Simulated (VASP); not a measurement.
# AlAs (F-43m) in VASP: notebook

One crystal, AlAs, is run at these levels: PBE, TB-mBJ; tasks: band structure, dielectric tensor, optical spectrum.

All numbers are computed with VASP 6.6.1; they aren't measurements. Logs are shortened: lines on timing, memory, paths and dates and some standing lists are left out, and cuts for length are marked.

**What was measured.**

A printed reference work, textbook reports, for a bulk crystal of AlAs: high-frequency dielectric constant 8.16.

How close the calculation comes is told below.

## (1) The crystal as given

The structure is cubic, space group F-43m (No. 216). The conventional cell has a = 5.682 Å, b = 5.682 Å, c = 5.682 Å, α = 90.00°, β = 90.00°, γ = 90.00°. Al (site symmetry -43m) has 4 As at 2.46 Å as nearest neighbours. Around As (site symmetry -43m) lie 4 Al at 2.46 Å.

## (2) Band structure, PBE, spin-orbit coupling, no magnetisation

File INCAR:

```
SYSTEM = AlAs
PREC     = Accurate       ! precision mode
ENCUT    = 520            ! plane-wave cutoff, eV
EDIFF    = 1E-6           ! SCF threshold, eV
ISMEAR   = 0              ! smearing method
SIGMA    = 0.03           ! smearing width, eV
LREAL    = .FALSE.        ! projectors in reciprocal space
LASPH    = .TRUE.         ! aspherical terms in the spheres
NELM     = 80             ! most SCF steps
ALGO     = Normal         ! electronic algorithm
ISIF     = 2              ! what is computed and relaxed
LWAVE    = .FALSE.        ! write WAVECAR
LCHARG   = .FALSE.        ! write CHGCAR
MAGMOM   = 0 0 0 0 0 0    ! initial moments
LORBIT   = 11             ! projections on sites
LSORBIT  = .TRUE.         ! spin-orbit coupling
GGA_COMPAT= .FALSE.      
GGA      = PE             ! functional
```

File KPOINTS:

```
regular mesh
0
G
  6 6 6
  0 0 0
```

File POSCAR:

```
AlAs                                    
1.0
    0.0000000000      2.8408844734      2.8408844734
    2.8408844734      0.0000000000      2.8408844734
    2.8408844734      2.8408844734      0.0000000000
  Al              As            
     1     1
Direct
     0.0000000000000000    0.0000000000000000    0.0000000000000000
     0.2500000000000000    0.2500000000000000    0.2500000000000000
```

File KPOINTS_OPT:

```
explicit points
302
Reciprocal
 0.0000000000  0.0000000000  0.0000000000 1
 0.0263157895  0.0000000000  0.0263157895 1
 0.0526315789  0.0000000000  0.0526315789 1
 0.0789473684  0.0000000000  0.0789473684 1
 0.1052631579  0.0000000000  0.1052631579 1
 0.1315789474  0.0000000000  0.1315789474 1
[... 294 lines left out ...]
 0.5111486200  0.0222972300  0.5111486200 1
 0.4888513800 -0.0222972300  0.4888513800 1
```

Potentials or basis: VASP PAW PBE potentials, release 64 (Al, As).

Started as:

```
cat potpaw_PBE.64/Al/POTCAR potpaw_PBE.64/As/POTCAR > POTCAR
mpirun -np 1 vasp_ncl > vasp.out
```

OUTCAR:

```text
SYSTEM = AlAs
   PREC = Accurate
   ENCUT = 520
   EDIFF = 1E-6
   ISMEAR = 0
   LREAL = .FALSE.
   LASPH = .TRUE.
   NELM = 80
   ISIF = 2
   LORBIT = 11
   LSORBIT = .TRUE.
   GGA = PE

 ion  position               nearest neighbor table
   1  0.000  0.000  0.000-   2 2.46   2 2.46   2 2.46   2 2.46
   2  0.250  0.250  0.250-   1 2.46   1 2.46   1 2.46   1 2.46

  LATTYP: Found a face centered cubic cell.
 ALAT       =     5.6817689468

  Lattice vectors:

 A1 = (   0.0000000000,   2.8408844734,   2.8408844734)
 A2 = (   2.8408844734,   0.0000000000,   2.8408844734)
 A3 = (   2.8408844734,   2.8408844734,   0.0000000000)

Analysis of symmetry for initial positions (statically):
=====================================================================
 Subroutine PRICEL returns:
 Original cell was already a primitive cell.

 Routine SETGRP: Setting up the symmetry group for a
 face centered cubic supercell.

 Subroutine GETGRP returns: Found 24 space group operations
 (whereof 24 operations were pure point group operations)
 out of a pool of 48 trial point group operations.

The static configuration has the point symmetry T_d .

Analysis of symmetry for dynamics (positions and initial velocities):
=====================================================================
 Subroutine PRICEL returns:
 Original cell was already a primitive cell.

 Routine SETGRP: Setting up the symmetry group for a
 face centered cubic supercell.

 Subroutine GETGRP returns: Found 24 space group operations
 (whereof 24 operations were pure point group operations)
 out of a pool of 48 trial point group operations.

The dynamic configuration has the point symmetry T_d .

Analysis of structural, dynamic, and magnetic symmetry:
=====================================================================
 Subroutine PRICEL returns:
 Original cell was already a primitive cell.

 Routine SETGRP: Setting up the symmetry group for a
 face centered cubic supercell.

 Subroutine GETGRP returns: Found 24 space group operations
 (whereof 24 operations were pure point group operations)
 out of a pool of 48 trial point group operations.

The overall configuration has the point symmetry T_d .

 Subroutine INISYM returns: Found 24 space group operations
 (whereof 24 operations are pure point group operations),
 and found     1 'primitive' translations

----------------------------------------------------------------------------------------

                                     Primitive cell

  volume of cell :      45.8554

  direct lattice vectors                    reciprocal lattice vectors
     0.000000000  2.840884473  2.840884473    -0.176001525  0.176001525  0.176001525
     2.840884473  0.000000000  2.840884473     0.176001525 -0.176001525  0.176001525
     2.840884473  2.840884473  0.000000000     0.176001525  0.176001525 -0.176001525

  length of vectors
     4.017617351  4.017617351  4.017617351     0.304843584  0.304843584  0.304843584

  position of ions in fractional coordinates (direct lattice)
     0.000000000  0.000000000  0.000000000
     0.250000000  0.250000000  0.250000000

  ion indices of the primitive-cell ions
   primitive index   ion index
                 1           1
                 2           2

----------------------------------------------------------------------------------------

 KPOINTS: regular mesh

Automatic generation of k-mesh.
 Grid dimensions read from file:
 generate k-points for:    6    6    6

 Generating k-lattice:

  Cartesian coordinates                     Fractional coordinates (reciprocal lattice)
    -0.029333588  0.029333588  0.029333588     0.166666667  0.000000000  0.000000000
     0.029333588 -0.029333588  0.029333588     0.000000000  0.166666667  0.000000000
     0.029333588  0.029333588 -0.029333588     0.000000000  0.000000000  0.166666667

  Length of vectors
     0.050807264  0.050807264  0.050807264

  Shift w.r.t. Gamma in fractional coordinates (k-lattice)
     0.000000000  0.000000000  0.000000000

 Subroutine IBZKPT returns following result:
 ===========================================

[... 45 lines left out ...]
   LREAL  =      F    real-space projection
   EDIFFG = 0.1E-04   stopping-criterion for IOM
   NSW    =      0    number of steps for IOM
   IBRION =     -1    ionic relax: 0-MD 1-quasi-New 2-CG
   NFREE  =      0    steps in history (QN), initial steepest desc. (CG)
   ISIF   =      2    stress and relaxation
   ISYM   =      2    0-nonsym 1-usesym 2-fastsym
   POTIM  = 0.5000    time-step for ionic-motion
   TEBEG  =    0.0;   TEEND  =   0.0 temperature during run
   PSTRESS=    0.0 pullay stress
   NELECT =       8.0000    total number of electrons
   NUPDOWN=      -1.0000    fix difference up-down
   EMIN   =  10.00;   EMAX   =-10.00  energy-range for DOS
   EFERMI =   0.00;   METHOD = LEGACY
   ISMEAR =     0;   SIGMA  =   0.03  broadening in eV -4-tet -1-fermi 0-gaus
   EFERMI_NEDOS =   21; number of points for ismear=-14 and -15
   IALGO  =     38    algorithm
   IMIX   =      4    mixing-type and parameters
     AMIX     =   0.40;   BMIX     =  1.00
     AMIX_MAG =   1.60;   BMIX_MAG =  1.00
  volume/ion in A,a.u.               =      22.93       154.72
  Fermi-wavevector in a.u.,A,eV,Ry     =   0.914762  1.728649 11.385202  0.836789
  Thomas-Fermi vector in A             =   2.039426
   LORBIT       =     11    0 simple, 1 ext, 2 COOP (PROOUT), +10 PAW based schemes
   GGA     = PE    functional components
   LHFCALC =     F    Hartree Fock is set to
   AEXX    =    0.0000 exact exchange contribution
   IVDW    =     0    specifies the selected vdW correction
   LEPSILON=     F    determine dielectric tensor
   LRPA    =     F    only Hartree local field effects (RPA)
 Gauss-broadening in eV      SIGMA  =   0.03
  energy-cutoff  :      520.00
  volume of cell :       45.86
 maximum number of plane-waves:      2516
 NGX is ok and might be reduce to    30
   NGX = 15   NGY = 15   NGZ = 15

 number of electron       7.9999999 magnetization      -0.0000000     -0.0000000      0.0000000

 number of electron       7.9999999 magnetization      -0.0000000     -0.0000000     -0.0000000

 number of electron       7.9999999 magnetization       0.0000000      0.0000000      0.0000000

 Free energy of the ion-electron system (eV)
  ---------------------------------------------------
  ext. energy  EPLUGINS =         0.00000000
  ---------------------------------------------------
  free energy    TOTEN  =        -9.38175925 eV

  energy without entropy =       -9.38175925  energy(sigma->0) =       -9.38175925

 E-fermi :   4.0366     XC(G=0):  -8.9961

 val. band max:        3.8966794366   @ k =   0.0000   0.0000   0.0000
 cond. band min:       5.2509886429   @ k =   0.5000   0.5000   0.0000
 fundamental gap:      1.3543092064
 Fermi energy:         4.0366247768

 k-point     1 :       0.0000    0.0000    0.0000
  band No.  band energies     occupation
      1      -8.0017      1.00000
      2      -8.0017      1.00000
      3       3.6038      1.00000
      4       3.6038      1.00000
      5       3.8967      1.00000
      6       3.8967      1.00000
[... 395 lines left out ...]
      3      -1.3915      1.00000
      4      -1.3404      1.00000
      5       0.8379      1.00000
      6       0.9425      1.00000
[... 8 lines left out ...]
     15      11.5396      0.00000
     16      11.6048      0.00000

------------------------ aborting loop because EDIFF is reached ----------------------------------------

  FORCE on cell =-STRESS in cart. coord.  units (eV):
  Direction    XX          YY          ZZ          XY          YZ          ZX
  --------------------------------------------------------------------------------------
  -------------------------------------------------------------------------------------
  Total        0.5584926      0.5584926      0.5584926      0.0000000      0.0000000      0.0000000
  in kB       19.5135952     19.5135952     19.5135952      0.0000000      0.0000000      0.0000000
  external PRESSURE =      19.5135952 kB  Pullay stress =       0.0000000 kB

 VOLUME and BASIS-vectors are now :
 -----------------------------------------------------------------------------
  energy-cutoff  :      520.00
  volume of cell :       45.86
      direct lattice vectors                 reciprocal lattice vectors
     0.000000000  2.840884473  2.840884473    -0.176001525  0.176001525  0.176001525
     2.840884473  0.000000000  2.840884473     0.176001525 -0.176001525  0.176001525
     2.840884473  2.840884473  0.000000000     0.176001525  0.176001525 -0.176001525

 POSITION                                       TOTAL-FORCE (eV/Angst)
 -----------------------------------------------------------------------------------
      0.00000      0.00000      0.00000         0.000000      0.000000     -0.000000
      1.42044      1.42044      1.42044        -0.000000     -0.000000      0.000000
 -----------------------------------------------------------------------------------
    total drift:                               -0.000000     -0.000000     -0.000000

  FREE ENERGIE OF THE ION-ELECTRON SYSTEM (eV)
  ---------------------------------------------------
  free  energy   TOTEN  =        -9.3817592459 eV

  energy  without entropy=       -9.3817592459  energy(sigma->0) =       -9.38175925

 Spin-Orbit-Coupling matrix elements

 Ion:    1  E_soc:     -0.0001814
 l=   1
     0.0000000    -0.0000302    -0.0000302
    -0.0000302     0.0000000    -0.0000302
    -0.0000302    -0.0000302     0.0000000
 l=   2
     0.0000000     0.0000000     0.0000000     0.0000000     0.0000000
     0.0000000     0.0000000     0.0000000     0.0000000     0.0000000
     0.0000000     0.0000000     0.0000000     0.0000000     0.0000000
     0.0000000     0.0000000     0.0000000     0.0000000     0.0000000
     0.0000000     0.0000000     0.0000000     0.0000000     0.0000000
 l=   3
     0.0000000     0.0000000     0.0000000     0.0000000     0.0000000     0.0000000     0.0000000
     0.0000000     0.0000000     0.0000000     0.0000000     0.0000000     0.0000000     0.0000000
     0.0000000     0.0000000     0.0000000     0.0000000     0.0000000     0.0000000     0.0000000
     0.0000000     0.0000000     0.0000000     0.0000000     0.0000000     0.0000000     0.0000000
     0.0000000     0.0000000     0.0000000     0.0000000     0.0000000     0.0000000     0.0000000
     0.0000000     0.0000000     0.0000000     0.0000000     0.0000000     0.0000000     0.0000000
     0.0000000     0.0000000     0.0000000     0.0000000     0.0000000     0.0000000     0.0000000

 Ion:    2  E_soc:     -0.0227588
 l=   1
     0.0000000    -0.0037848    -0.0037848
    -0.0037848     0.0000000    -0.0037848
    -0.0037848    -0.0037848     0.0000000
 l=   2
     0.0000000    -0.0000041     0.0000000    -0.0000041    -0.0000042
    -0.0000041     0.0000000    -0.0000032    -0.0000041    -0.0000011
     0.0000000    -0.0000032     0.0000000    -0.0000032     0.0000000
    -0.0000041    -0.0000041    -0.0000032     0.0000000    -0.0000011
    -0.0000042    -0.0000011     0.0000000    -0.0000011     0.0000000
 l=   3
     0.0000000     0.0000000     0.0000000     0.0000000     0.0000000     0.0000000     0.0000000
     0.0000000     0.0000000     0.0000000     0.0000000     0.0000000     0.0000000     0.0000000
     0.0000000     0.0000000     0.0000000     0.0000000     0.0000000     0.0000000     0.0000000
     0.0000000     0.0000000     0.0000000     0.0000000     0.0000000     0.0000000     0.0000000
     0.0000000     0.0000000     0.0000000     0.0000000     0.0000000     0.0000000     0.0000000
     0.0000000     0.0000000     0.0000000     0.0000000     0.0000000     0.0000000     0.0000000
     0.0000000     0.0000000     0.0000000     0.0000000     0.0000000     0.0000000     0.0000000

 total charge

# of ion       s       p       d       tot
------------------------------------------
    1        0.403   0.366   0.000   0.769
    2        1.192   1.681   0.024   2.897
--------------------------------------------------
tot          1.595   2.047   0.024   3.666

 magnetization (x)

# of ion       s       p       d       tot
------------------------------------------
    1        0.000  -0.000   0.000   0.000
    2        0.000   0.000   0.000   0.000
--------------------------------------------------
tot          0.000  -0.000   0.000   0.000

 magnetization (y)

# of ion       s       p       d       tot
------------------------------------------
    1        0.000  -0.000   0.000   0.000
    2        0.000   0.000   0.000   0.000
--------------------------------------------------
tot          0.000  -0.000   0.000   0.000

 magnetization (z)

# of ion       s       p       d       tot
------------------------------------------
    1        0.000  -0.000   0.000   0.000
    2        0.000  -0.000   0.000  -0.000
--------------------------------------------------
tot          0.000  -0.000   0.000   0.000
```

It took 4.5 min on 1 thread of Intel Xeon Platinum 8259CL at 2.50GHz (Skylake/Cascade Lake), shared host; peak memory 0.28 GiB.

What came out:

```
Free energy                                           : -9.3818 eV
Pressure                                              : 2.0 GPa
Valence electrons inside the program's atomic spheres : Al 0.77; As 2.90
```

## (3) Band structure, TB-mBJ

POSCAR is that of step 2.

File INCAR.step1:

```
SYSTEM = AlAs
PREC     = Accurate       ! precision mode
ENCUT    = 520            ! plane-wave cutoff, eV
EDIFF    = 1E-5           ! SCF threshold, eV
ISMEAR   = 0              ! smearing method
SIGMA    = 0.03           ! smearing width, eV
LREAL    = .FALSE.        ! projectors in reciprocal space
LASPH    = .TRUE.         ! aspherical terms in the spheres
NELM     = 80             ! most SCF steps
ALGO     = Normal         ! electronic algorithm
ISIF     = 2              ! what is computed and relaxed
LWAVE    = .TRUE.         ! write WAVECAR
LCHARG   = .FALSE.        ! write CHGCAR
GGA      = PE             ! functional
```

File INCAR.step2:

```
SYSTEM = AlAs
PREC     = Accurate       ! precision mode
ENCUT    = 520            ! plane-wave cutoff, eV
EDIFF    = 1E-6           ! SCF threshold, eV
ISMEAR   = 0              ! smearing method
SIGMA    = 0.03           ! smearing width, eV
LREAL    = .FALSE.        ! projectors in reciprocal space
LASPH    = .TRUE.         ! aspherical terms in the spheres
NELM     = 80             ! most SCF steps
ALGO     = Normal         ! electronic algorithm
ISIF     = 2              ! what is computed and relaxed
LWAVE    = .FALSE.        ! write WAVECAR
LCHARG   = .FALSE.        ! write CHGCAR
METAGGA  = MBJ            ! meta-GGA
ISTART   = 1
```

File KPOINTS:

```
regular mesh
0
G
  8 8 8
  0 0 0
```

KPOINTS_OPT is that of step 2.

Potentials or basis: VASP PAW PBE potentials, release 64 (Al, As).

Started as:

```
cat potpaw_PBE.64/Al/POTCAR potpaw_PBE.64/As/POTCAR > POTCAR
cp INCAR.step1 INCAR
mpirun -np 1 vasp_std > vasp.out
cp INCAR.step2 INCAR
mpirun -np 1 vasp_std > vasp.out
```

Run time: 1.8 min. Hardware: 1 thread of Intel Xeon Platinum 8259CL at 2.50GHz (Skylake/Cascade Lake), shared host; peak memory 0.18 GiB.

Results (log left out):

```yaml
Band_gap_on_the_k_mesh: 2.18 eV, indirect (least direct gap 2.87 eV)
Band_gap_along_the_path: 2.18 eV, indirect (least direct gap 2.87 eV)
```

Levels at the corners of the path, in eV from the valence-band top:
```tsv
point	band 2	band 3	band 4	band 5	band 6	band 7
Γ	0.00	0.00	0.00	2.87	4.74	4.74
X	-5.16	-2.04	-2.04	2.18	2.84	11.15
X	-5.16	-2.04	-2.04	2.18	2.84	11.15
W	-4.84	-2.94	-2.58	4.89	6.05	6.38
W	-4.84	-2.94	-2.58	4.89	6.05	6.38
K	-4.91	-3.14	-1.69	2.90	5.45	8.74
K	-4.91	-3.14	-1.69	2.90	5.45	8.74
Γ	0.00	0.00	0.00	2.87	4.74	4.74
Γ	0.00	0.00	0.00	2.87	4.74	4.74
L	-5.25	-0.79	-0.79	2.78	5.19	5.19
L	-5.25	-0.79	-0.79	2.78	5.19	5.19
U	-4.91	-3.14	-1.69	2.90	5.45	8.74
U	-4.91	-3.14	-1.69	2.90	5.45	8.74
W	-4.84	-2.94	-2.58	4.89	6.05	6.38
W	-4.84	-2.94	-2.58	4.89	6.05	6.38
L	-5.25	-0.79	-0.79	2.78	5.19	5.19
L	-5.25	-0.79	-0.79	2.78	5.19	5.19
K	-4.91	-3.14	-1.69	2.90	5.45	8.74
U	-4.91	-3.14	-1.69	2.90	5.45	8.74
X	-5.16	-2.04	-2.04	2.18	2.84	11.15
```

Caveat: the PAW data sets were made with another functional, which shifts forces and pressure a little.

## (4) Band structure, TB-mBJ, spin-orbit coupling, no magnetisation

POSCAR is that of step 3.

INCAR.step1: that of step 3 with these lines changed.

```diff
@@ -13,2 +13,6 @@
 LCHARG   = .FALSE.        ! write CHGCAR
+MAGMOM   = 0 0 0 0 0 0    ! initial moments
+LORBIT   = 11             ! projections on sites
+LSORBIT  = .TRUE.         ! spin-orbit coupling
+GGA_COMPAT= .FALSE.      
 GGA      = PE             ! functional
```

INCAR.step2: that of step 3 with these lines changed.

```diff
@@ -13,2 +13,6 @@
 LCHARG   = .FALSE.        ! write CHGCAR
+MAGMOM   = 0 0 0 0 0 0    ! initial moments
+LORBIT   = 11             ! projections on sites
+LSORBIT  = .TRUE.         ! spin-orbit coupling
+GGA_COMPAT= .FALSE.      
 METAGGA  = MBJ            ! meta-GGA
```

File KPOINTS:

```
regular mesh
0
G
  6 6 6
  0 0 0
```

KPOINTS_OPT is that of step 3.

Started as:

```
cat potpaw_PBE.64/Al/POTCAR potpaw_PBE.64/As/POTCAR > POTCAR
cp INCAR.step1 INCAR
mpirun -np 1 vasp_ncl > vasp.out
cp INCAR.step2 INCAR
mpirun -np 1 vasp_ncl > vasp.out
```

It took 7.4 min on 1 thread of Intel Xeon Platinum 8259CL at 2.50GHz (Skylake/Cascade Lake), shared host; peak memory 0.32 GiB.

The run converged. Its results:

| Item | Value |
| --- | --- |
| Valence electrons inside the program's atomic spheres | Al 0.64; As 3.00 |

Caveat: the PAW data sets were made with another functional, which shifts forces and pressure a little.

(Part 1 of 2 ends here.)
